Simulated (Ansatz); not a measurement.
# The perfect armchair graphene nanoribbon (N = 16, H edges), part 3 of 3

Aim: is the armchair graphene nanoribbon (N = 16, H edges) a metal or a semiconductor?

Ansatz 0.2.0; DFT PBE, plane waves, PAW; relaxation of a wire's period (the session's first sound run).

So far, band gap (eV): step 3 (the perfect wire) 0.708; step 4 (relaxing the atoms, period over the relaxed period 0.96, k-mesh …) 0.532.

## 5. At a strained period, period over the relaxed period 0.98, k-mesh 1×1×15

Level of this step: DFT PBE, plane waves, PAW; relaxation at a fixed period (Ansatz).

The period is set to 0.98 times the relaxed one and the atoms relax within it: strain changes bond lengths and angles, which shifts the bands against each other. Against the first PBE run of this kind, the mesh along the wire has 15 points against 19.

The cell differs from the one that the last finished run ended in (c 4.113 → 4.198 Å).

input.yaml reads:

```yaml
crystal:
  lattice:
    - [27.3, 0.0, 0.0]
    - [0.0, 7.0, 0.0]
    - [0.0, 0.0, 4.1983010367]
  atoms:
    - { symbol: C, position: [0.162294003, 0.5, 0.006814287] }
    - { symbol: C, position: [0.251522473, 0.5, 0.999838846] }
    - { symbol: C, position: [0.341994516, 0.5, 0.999784843] }
    - { symbol: C, position: [0.432283247, 0.5, 0.000403487] }
    - { symbol: C, position: [0.522547325, 0.5, 0.999967026] }
    - { symbol: C, position: [0.612925213, 0.5, 1.2937e-05] }
    - { symbol: C, position: [0.703129706, 0.5, 0.00071121] }
    - { symbol: C, position: [0.793549644, 0.5, 0.99894315] }
    - { symbol: C, position: [0.162294003, 0.5, 0.326519046] }
    - { symbol: C, position: [0.251522473, 0.5, 0.333494487] }
    - { symbol: C, position: [0.341994516, 0.5, 0.333548491] }
    - { symbol: C, position: [0.432283247, 0.5, 0.332929847] }
    - { symbol: C, position: [0.522547325, 0.5, 0.333366307] }
    - { symbol: C, position: [0.612925213, 0.5, 0.333320396] }
    - { symbol: C, position: [0.703129706, 0.5, 0.332622124] }
    - { symbol: C, position: [0.793549644, 0.5, 0.334390183] }
    - { symbol: H, position: [0.872788035, 0.5, 0.386625656] }
    - { symbol: H, position: [0.127211965, 0.5, 0.446707677] }
    - { symbol: C, position: [0.206450356, 0.5, 0.49894315] }
    - { symbol: C, position: [0.296870294, 0.5, 0.50071121] }
    - { symbol: C, position: [0.387074787, 0.5, 0.500012937] }
    - { symbol: C, position: [0.477452675, 0.5, 0.499967026] }
    - { symbol: C, position: [0.567716753, 0.5, 0.500403487] }
    - { symbol: C, position: [0.658005484, 0.5, 0.499784843] }
    - { symbol: C, position: [0.748477527, 0.5, 0.499838846] }
    - { symbol: C, position: [0.837705997, 0.5, 0.506814287] }
    - { symbol: C, position: [0.206450356, 0.5, 0.834390183] }
    - { symbol: C, position: [0.296870294, 0.5, 0.832622124] }
    - { symbol: C, position: [0.387074787, 0.5, 0.833320396] }
    - { symbol: C, position: [0.477452675, 0.5, 0.833366307] }
    - { symbol: C, position: [0.567716753, 0.5, 0.832929847] }
    - { symbol: C, position: [0.658005484, 0.5, 0.833548491] }
    - { symbol: C, position: [0.748477527, 0.5, 0.833494487] }
    - { symbol: C, position: [0.837705997, 0.5, 0.826519046] }
    - { symbol: H, position: [0.127211965, 0.5, 0.886625656] }
    - { symbol: H, position: [0.872788035, 0.5, 0.946707677] }
kpoints:
  mp_grid: { grid: [1, 1, 15] }
  band_path: { path: ["Γ", Z], npoints: 90 }
scf:
  occupations: { method: fermi_dirac, width: 0.05 }
hamiltonian:
  xc: pbe
relax:
  max_steps: 40
  f_tol: 0.02
output:
  stress: true
```

On the command line:

```bash
> ansatz run input.yaml --threads 4 --pin off --max-ram 16384MiB --backend cpu --events-out ev --progress --plain --runs-dir out
```

Numbers of over 12 decimals in the logs are rounded to 6 here.

The program printed:

```text
[...]
Crystal: 36 atoms, lattice volume = 802.295 Å³
Basis set: ecut = 420 eV, 15643 PW (Γ), exchange–correlation on 384×96×60 points (8 copies of the dense FFT grid, shifted against one another)
Bands: 102, of which v1, the nominal top of the filled ones, is band 66 counted from 1 (65 counted from 0)
Symmetry: 8 space group operations
[...]
- { symbol: H, position: [0.873993, 0.5, 0.380472] }
    - { symbol: H, position: [0.126007, 0.5, 0.452861] }
[...]
- { symbol: C, position: [0.567969, 0.5, 0.833632] }
    - { symbol: C, position: [0.658579, 0.5, 0.834211] }
    - { symbol: C, position: [0.749397, 0.5, 0.834227] }
    - { symbol: C, position: [0.839141, 0.5, 0.828451] }
    - { symbol: H, position: [0.126007, 0.5, 0.880472] }
    - { symbol: H, position: [0.873993, 0.5, 0.952861] }
[key lines of the parts left out:]
SCF converged after 5 iterations
Free energy (F): -8092.983058 eV
Fermi energy:    0.051848 eV
P = ⅓ Tr σ = 2.4035 GPa (24.035 kbar)
```

It took 2.4 min on 4 threads of Arm Neoverse V1, shared host; peak memory 4.2 GiB; 9.3 min of CPU time.

Relaxation path:

| step | energy less that of the first step (eV) | largest force component (eV/Å) |
| --- | --- | --- |
| 1 | 0.0000 | 0.7680 |
| 2 | -0.0396 | 0.2026 |
| 3 | -0.0452 | 0.0300 |
| 4 | -0.0453 | 0.0040 |

The run keeps the 8 symmetry operations that it works with, so distortions that break them were not tested.

The atoms that moved most (Å):

| atom | dx | dy | dz | length |
| --- | --- | --- | --- | --- |
| H36 | 0.033 | 0.000 | 0.026 | 0.042 |
| H18 | -0.033 | 0.000 | 0.026 | 0.042 |
| H17 | 0.033 | 0.000 | -0.026 | 0.042 |
| H35 | -0.033 | 0.000 | -0.026 | 0.042 |
| C9 | -0.039 | 0.000 | 0.008 | 0.040 |
| C34 | 0.039 | 0.000 | 0.008 | 0.040 |
| C1 | -0.039 | 0.000 | -0.008 | 0.040 |
| C26 | 0.039 | 0.000 | -0.008 | 0.040 |

The relaxed structure:

```xyz
36
Lattice="27.3000 0.0000 0.0000 0.0000 7.0000 0.0000 0.0000 0.0000 4.1983" Properties=species:S:1:pos:R:3
C     4.3915    3.5000    0.0205
C     6.8415    3.5000    4.1946
C     9.3208    3.5000    4.1946
C    11.7944    3.5000   -0.0013
C    14.2676    3.5000    4.1952
C    16.7444    3.5000   -0.0030
C    19.2161    3.5000    0.0000
C    21.6927    3.5000    4.1906
C     4.3915    3.5000    1.3789
C     6.8415    3.5000    1.4032
C     9.3208    3.5000    1.4031
C    11.7944    3.5000    1.4007
C    14.2676    3.5000    1.4025
C    16.7444    3.5000    1.4024
C    19.2161    3.5000    1.3995
C    21.6927    3.5000    1.4071
H    23.8600    3.5000    1.5973
H     3.4400    3.5000    1.9012
C     5.6073    3.5000    2.0914
C     8.0839    3.5000    2.0991
C    10.5556    3.5000    2.0961
C    13.0324    3.5000    2.0961
C    15.5056    3.5000    2.0979
C    17.9792    3.5000    2.0955
C    20.4585    3.5000    2.0954
C    22.9085    3.5000    2.1196
C     5.6073    3.5000    3.5063
C     8.0839    3.5000    3.4986
C    10.5556    3.5000    3.5016
C    13.0324    3.5000    3.5017
C    15.5056    3.5000    3.4998
C    17.9792    3.5000    3.5023
C    20.4585    3.5000    3.5023
C    22.9085    3.5000    3.4781
H     3.4400    3.5000    3.6965
H    23.8600    3.5000    4.0004
```

The electronic bands at the labelled points (eV, zero at the Fermi level; v1 is the highest filled band, c1 the lowest empty one):

| point | v4 | v3 | v2 | v1 | c1 | c2 | c3 | c4 |
| --- | --- | --- | --- | --- | --- | --- | --- | --- |
| Γ | -1.43 | -1.03 | -0.48 | -0.37 | 0.37 | 0.46 | 1.00 | 1.40 |
| halfway | -2.37 | -2.35 | -1.93 | -1.89 | 1.51 | 1.69 | 1.95 | 2.30 |
| Z | -3.02 | -3.02 | -2.58 | -2.58 | 1.81 | 1.81 | 2.40 | 2.40 |

The gap is 0.744 eV, against 0.708 eV under PBE at the relaxed period.

## 6. At a strained period, period over the relaxed period 1.02, k-mesh 1×1×14

The period is set to 1.02 times the relaxed one and the atoms relax within it: strain changes bond lengths and angles, which shifts the bands against each other. Against the first PBE run of this kind, the mesh along the wire has 14 points against 19.

The cell differs from the one that the last finished run ended in (c 4.198 → 4.370 Å).

input.yaml, as its differences from that of step 5:

```diff
@@ -4,3 +4,3 @@
     - [0.0, 7.0, 0.0]
-    - [0.0, 0.0, 4.1983010367]
+    - [0.0, 0.0, 4.3696602627]
   atoms:
@@ -43,3 +43,3 @@
 kpoints:
-  mp_grid: { grid: [1, 1, 15] }
+  mp_grid: { grid: [1, 1, 14] }
   band_path: { path: ["Γ", Z], npoints: 90 }
```

The program printed:

```text
[...]
Crystal: 36 atoms, lattice volume = 835.042 Å³
Basis set: ecut = 420 eV, 16367 PW (Γ), exchange–correlation on 384×96×60 points (8 copies of the dense FFT grid, shifted against one another)
Bands: 102, of which v1, the nominal top of the filled ones, is band 66 counted from 1 (65 counted from 0)
Symmetry: 8 space group operations
[...]
- { symbol: H, position: [0.871725, 0.5, 0.392803] }
    - { symbol: H, position: [0.128275, 0.5, 0.440530] }
[...]
- { symbol: C, position: [0.567497, 0.5, 0.832465] }
    - { symbol: C, position: [0.657509, 0.5, 0.833177] }
    - { symbol: C, position: [0.747681, 0.5, 0.833035] }
    - { symbol: C, position: [0.836422, 0.5, 0.824588] }
    - { symbol: H, position: [0.128275, 0.5, 0.892803] }
    - { symbol: H, position: [0.871725, 0.5, 0.940530] }
[key lines of the parts left out:]
SCF converged after 5 iterations
Free energy (F): -8093.005071 eV
Fermi energy:    -0.204207 eV
P = ⅓ Tr σ = -2.0921 GPa (-20.921 kbar)
```

Run time: 2.8 min. Hardware: 4 threads; peak memory 4.3 GiB; 11 min of CPU time.

Relaxation path:

| step | energy less that of the first step (eV) | largest force component (eV/Å) |
| --- | --- | --- |
| 1 | 0.0000 | 0.6052 |
| 2 | -0.0300 | 0.1897 |
| 3 | -0.0332 | 0.0343 |
| 4 | -0.0332 | 0.0081 |

Forces are held to the 8 operations that the run works with; a distortion that breaks them can't arise in this run.

The atoms that moved most (Å):

| atom | dx | dy | dz | length |
| --- | --- | --- | --- | --- |
| H17 | -0.029 | 0.000 | 0.027 | 0.040 |
| H35 | 0.029 | 0.000 | 0.027 | 0.040 |
| H36 | -0.029 | 0.000 | -0.027 | 0.040 |
| H18 | 0.029 | 0.000 | -0.027 | 0.040 |
| C26 | -0.035 | 0.000 | 0.008 | 0.036 |
| C1 | 0.035 | 0.000 | 0.008 | 0.036 |
| C34 | -0.035 | 0.000 | -0.008 | 0.036 |
| C9 | 0.035 | 0.000 | -0.008 | 0.036 |

Final coordinates:

```cif
data_structure
_symmetry_space_group_name_H-M 'P 1'
_symmetry_Int_Tables_number 1
_cell_length_a 27.3000
_cell_length_b 7.0000
_cell_length_c 4.3697
_cell_angle_alpha 90.000
_cell_angle_beta 90.000
_cell_angle_gamma 90.000
_cell_volume 835.04
loop_
_atom_site_label
_atom_site_type_symbol
_atom_site_fract_x
_atom_site_fract_y
_atom_site_fract_z
_atom_site_occupancy
C1 C 0.16358 0.50000 0.00875 1
C2 C 0.25232 0.50000 0.00030 1
C3 C 0.34249 0.50000 0.00016 1
C4 C 0.43250 0.50000 0.00087 1
C5 C 0.52248 0.50000 0.00040 1
C6 C 0.61256 0.50000 0.00049 1
C7 C 0.70247 0.50000 0.00121 1
C8 C 0.79264 0.50000 0.99939 1
C9 C 0.16358 0.50000 0.32459 1
C10 C 0.25232 0.50000 0.33303 1
C11 C 0.34249 0.50000 0.33318 1
C12 C 0.43250 0.50000 0.33246 1
C13 C 0.52248 0.50000 0.33294 1
C14 C 0.61256 0.50000 0.33285 1
C15 C 0.70247 0.50000 0.33212 1
C16 C 0.79264 0.50000 0.33394 1
H17 H 0.87172 0.50000 0.39280 1
H18 H 0.12828 0.50000 0.44053 1
C19 C 0.20736 0.50000 0.49939 1
C20 C 0.29753 0.50000 0.50121 1
C21 C 0.38744 0.50000 0.50049 1
C22 C 0.47752 0.50000 0.50040 1
C23 C 0.56750 0.50000 0.50087 1
C24 C 0.65751 0.50000 0.50016 1
C25 C 0.74768 0.50000 0.50030 1
C26 C 0.83642 0.50000 0.50875 1
C27 C 0.20736 0.50000 0.83394 1
C28 C 0.29753 0.50000 0.83212 1
C29 C 0.38744 0.50000 0.83285 1
C30 C 0.47752 0.50000 0.83294 1
C31 C 0.56750 0.50000 0.83246 1
C32 C 0.65751 0.50000 0.83318 1
C33 C 0.74768 0.50000 0.83303 1
C34 C 0.83642 0.50000 0.82459 1
H35 H 0.12828 0.50000 0.89280 1
H36 H 0.87172 0.50000 0.94053 1
```

The gap is 0.476 eV, against 0.708 eV under PBE at the relaxed period.

## 7. Strain along the wire, period over the relaxed period 1.04, k-mesh 1×1×14

The period is set to 1.04 times the relaxed one and the atoms relax within it: strain changes bond lengths and angles, which shifts the bands against each other. Against the first PBE run of this kind, the mesh along the wire has 14 points against 19.

The cell differs from the one that the last finished run ended in (c 4.370 → 4.455 Å).

input.yaml, as its differences from that of step 6:

```diff
@@ -4,3 +4,3 @@
     - [0.0, 7.0, 0.0]
-    - [0.0, 0.0, 4.3696602627]
+    - [0.0, 0.0, 4.4553398757]
   atoms:
```

The program printed:

```text
[...]
Crystal: 36 atoms, lattice volume = 851.415 Å³
Basis set: ecut = 420 eV, 16643 PW (Γ), exchange–correlation on 384×96×60 points (8 copies of the dense FFT grid, shifted against one another)
Bands: 102, of which v1, the nominal top of the filled ones, is band 66 counted from 1 (65 counted from 0)
Symmetry: 8 space group operations
[...]
- { symbol: H, position: [0.870806, 0.5, 0.399230] }
    - { symbol: H, position: [0.129194, 0.5, 0.434104] }
[...]
- { symbol: C, position: [0.567303, 0.5, 0.832339] }
    - { symbol: C, position: [0.657083, 0.5, 0.833053] }
    - { symbol: C, position: [0.746977, 0.5, 0.832807] }
    - { symbol: C, position: [0.835253, 0.5, 0.822751] }
    - { symbol: H, position: [0.129194, 0.5, 0.899230] }
    - { symbol: H, position: [0.870806, 0.5, 0.934104] }
[key lines of the parts left out:]
SCF converged after 5 iterations
Free energy (F): -8092.048308 eV
Fermi energy:    -0.318648 eV
P = ⅓ Tr σ = -4.0013 GPa (-40.013 kbar)
```

Elapsed: 2.5 min, on 4 threads; peak memory 4.4 GiB.

The steps of the relaxation:

| step | energy less that of the first step (eV) | largest force component (eV/Å) |
| --- | --- | --- |
| 1 | 0.0000 | 1.0293 |
| 2 | -0.1065 | 0.3427 |
| 3 | -0.1164 | 0.0625 |
| 4 | -0.1165 | 0.0196 |

The run keeps the 8 symmetry operations that it works with, so distortions that break them were not tested.

The atoms that moved most (Å):

| atom | dx | dy | dz | length |
| --- | --- | --- | --- | --- |
| H35 | 0.054 | 0.000 | 0.056 | 0.078 |
| H17 | -0.054 | 0.000 | 0.056 | 0.078 |
| H18 | 0.054 | 0.000 | -0.056 | 0.078 |
| H36 | -0.054 | 0.000 | -0.056 | 0.078 |
| C26 | -0.067 | 0.000 | 0.017 | 0.069 |
| C1 | 0.067 | 0.000 | 0.017 | 0.069 |
| C34 | -0.067 | 0.000 | -0.017 | 0.069 |
| C9 | 0.067 | 0.000 | -0.017 | 0.069 |

The relaxed structure:

```xyz
36
Lattice="27.3000 0.0000 0.0000 0.0000 7.0000 0.0000 0.0000 0.0000 4.4553" Properties=species:S:1:pos:R:3
C     4.4976    3.5000    0.0471
C     6.9075    3.5000    4.4577
C     9.3616    3.5000    4.4566
C    11.8126    3.5000    0.0044
C    14.2624    3.5000    4.4580
C    16.7140    3.5000    0.0034
C    19.1614    3.5000    0.0062
C    21.6178    3.5000    4.4534
C     4.4976    3.5000    1.4380
C     6.9075    3.5000    1.4828
C     9.3616    3.5000    1.4839
C    11.8126    3.5000    1.4807
C    14.2624    3.5000    1.4824
C    16.7140    3.5000    1.4817
C    19.1614    3.5000    1.4789
C    21.6178    3.5000    1.4871
H    23.7730    3.5000    1.7787
H     3.5270    3.5000    1.9341
C     5.6822    3.5000    2.2257
C     8.1386    3.5000    2.2339
C    10.5860    3.5000    2.2310
C    13.0376    3.5000    2.2304
C    15.4874    3.5000    2.2321
C    17.9384    3.5000    2.2289
C    20.3925    3.5000    2.2300
C    22.8024    3.5000    2.2748
C     5.6822    3.5000    3.7148
C     8.1386    3.5000    3.7066
C    10.5860    3.5000    3.7094
C    13.0376    3.5000    3.7101
C    15.4874    3.5000    3.7084
C    17.9384    3.5000    3.7115
C    20.3925    3.5000    3.7104
C    22.8024    3.5000    3.6656
H     3.5270    3.5000    4.0064
H    23.7730    3.5000    4.1617
```

Electronic bands along the path, in eV, zero at the Fermi level; v1 is the highest filled band, c1 the lowest empty one:

| point | v4 | v3 | v2 | v1 | c1 | c2 | c3 | c4 |
| --- | --- | --- | --- | --- | --- | --- | --- | --- |
| Γ | -1.38 | -1.01 | -0.72 | -0.12 | 0.12 | 0.63 | 1.07 | 1.14 |
| halfway | -2.29 | -1.98 | -1.76 | -1.58 | 1.44 | 1.68 | 1.85 | 2.28 |
| Z | -2.68 | -2.68 | -2.20 | -2.20 | 1.83 | 1.83 | 2.45 | 2.45 |

The gap is 0.238 eV, against 0.708 eV under PBE at the relaxed period.

## 8. At a strained period, period over the relaxed period 1.06, k-mesh 1×1×14

The period is set to 1.06 times the relaxed one and the atoms relax within it: strain changes bond lengths and angles, which shifts the bands against each other. Against the first PBE run of this kind, the mesh along the wire has 14 points against 19.

The cell differs from the one that the last finished run ended in (c 4.455 → 4.541 Å).

input.yaml, as its differences from that of step 7:

```diff
@@ -4,3 +4,3 @@
     - [0.0, 7.0, 0.0]
-    - [0.0, 0.0, 4.4553398757]
+    - [0.0, 0.0, 4.5410194886]
   atoms:
```

The program printed:

```text
[...]
Crystal: 36 atoms, lattice volume = 867.789 Å³
Basis set: ecut = 420 eV, 16987 PW (Γ), exchange–correlation on 384×96×64 points (8 copies of the dense FFT grid, shifted against one another)
Bands: 102, of which v1, the nominal top of the filled ones, is band 66 counted from 1 (65 counted from 0)
Symmetry: 8 space group operations
[...]
- { symbol: H, position: [0.869979, 0.5, 0.405581] }
    - { symbol: H, position: [0.130021, 0.5, 0.427752] }
[...]
- { symbol: C, position: [0.567120, 0.5, 0.832828] }
    - { symbol: C, position: [0.656722, 0.5, 0.833299] }
    - { symbol: C, position: [0.746329, 0.5, 0.832742] }
    - { symbol: C, position: [0.834155, 0.5, 0.821179] }
    - { symbol: H, position: [0.130021, 0.5, 0.905581] }
    - { symbol: H, position: [0.869979, 0.5, 0.927752] }
[key lines of the parts left out:]
SCF converged after 5 iterations
Free energy (F): -8090.544522 eV
Fermi energy:    -0.425531 eV
P = ⅓ Tr σ = -5.6637 GPa (-56.637 kbar)
```

Run time: 2.6 min. Hardware: 4 threads; peak memory 4.5 GiB; 10 min of CPU time.

The gap is 0.0327 eV, against 0.708 eV under PBE at the relaxed period.

## 9. Side by side

Times are for 4 threads of Arm Neoverse V1, shared host. The runs compared:

| no. | period over the relaxed period | k-mesh | free energy less the lowest (eV) | pressure (GPa) | band gap (eV) | time | memory (GiB) |
| --- | --- | --- | --- | --- | --- | --- | --- |
| 1 | 0.96 | 1×1×15 | 1.136 | 4.989 | 0.5324 | 2.2 min | 4.1 |
| 2 | 0.98 | 1×1×15 | 0.02201 | 2.403 | 0.7444 | 2.4 min | 4.2 |
| 3 | 1.02 | 1×1×14 | 0 | -2.092 | 0.4757 | 2.8 min | 4.3 |
| 4 | 1.04 | 1×1×14 | 0.9568 | -4.001 | 0.2377 | 2.5 min | 4.4 |
| 5 | 1.06 | 1×1×14 | 2.461 | -5.664 | 0.03270 | 2.6 min | 4.5 |

## 10. What came out

| Item | Value |
| --- | --- |
| cell length, PBE | 4.284 Å |
| gap, PBE | 0.708 eV |
| gap, period scaled by 0.96 | 0.532 eV |
| gap, period scaled by 0.98 | 0.744 eV |
| gap, period scaled by 1.02 | 0.476 eV |
| gap, period scaled by 1.04 | 0.238 eV |
| gap, period scaled by 1.06 | 0.0327 eV |

Under PBE the cell's length is 4.28 Å, and a gap of 0.71 eV makes it a semiconductor. Strain matters: under PBE the gap goes from 0.71 eV to 0.532 eV at 0.96 times the period, 0.744 eV at 0.98 times the period, 0.476 eV at 1.02 times the period, 0.238 eV at 1.04 times the period and 0.0327 eV at 1.06 times the period. Where the gap is under about 0.35 eV, the smearing of 0.05 eV partly fills the band edges in the SCF.

[Logs are printed without paths, hosts, clocks, repeated set-up lines and the standing remarks that a program may print on its own settings, such as how far it seeks lower states.]

[Hosts, paths, dates, database ids (printed as entryN), source tags and the programs' standing remarks are cut or masked in the printed files.]
